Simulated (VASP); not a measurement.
A run of VASP 6.6.1 is set up as follows.

File INCAR:

```
ALGO     = Normal         # electronic algorithm
EDIFF    = 1E-6           # SCF threshold, eV
ENCUT    = 520            # plane-wave cutoff, eV
GGA      = PE             # functional
ISIF     = 2              # what is computed and relaxed
ISMEAR   = -1             # smearing method
IVDW     = 12             # dispersion correction
LASPH    = T              # aspherical terms in the spheres
LCHARG   = F              # write CHGCAR
LREAL    = F              # projectors in reciprocal space
LWAVE    = F              # write WAVECAR
NBANDS   = 33             # bands
NELM     = 80             # most SCF steps
PREC     = Accurate       # precision mode
SIGMA    = 0.02           # smearing width, eV
```

File KPOINTS:

```
k-points
0
Gamma
  1 1 1
```

File POSCAR:

```
H9ClO4
1.0
    5.5504990000      0.0000000000      0.0000000000
    0.0000000000      5.5504990000      0.0000000000
    0.0000000000      0.0000000000      5.5504990000
O H Cl
4 9 1
Direct
   -0.0658679517      0.1105846519      0.7278985187
    0.6142871118      1.0183228571      0.0750923476
    0.3368706129      0.4217458647      0.7320603066
    0.6383570198      0.3729574584      0.3509954691
    0.0970723533      0.1358976914      0.7807225981
   -0.0195838248     -0.0554544736      0.6762455051
    0.7784705483      0.9962527693      0.1488694980
    0.6553464833      1.0215838252     -0.1010359609
    0.2269165349      0.4387353281      0.5867220227
    0.4967120974      0.4170616011      0.6214936711
    0.5044951814      0.4845149959      0.2804072210
    0.5855689732      0.2406450303      0.2523737055
    0.4134583215      0.8229350190      0.1443834149
    0.1916764601      0.7217188941      0.1872804589
```

Potentials or basis: VASP PAW PBE potentials, release 64 (O, H, Cl).

The run is started by

```console
$ cat potpaw_PBE.64/O/POTCAR potpaw_PBE.64/H/POTCAR potpaw_PBE.64/Cl/POTCAR > POTCAR
$ mpirun -np 1 vasp_gam > vasp.out
```

(1) What does it give for the band gap on the k mesh?

(2) Estimate the pressure.

Answers

(1) 4.14 eV, direct.

(2) -0.8 GPa.
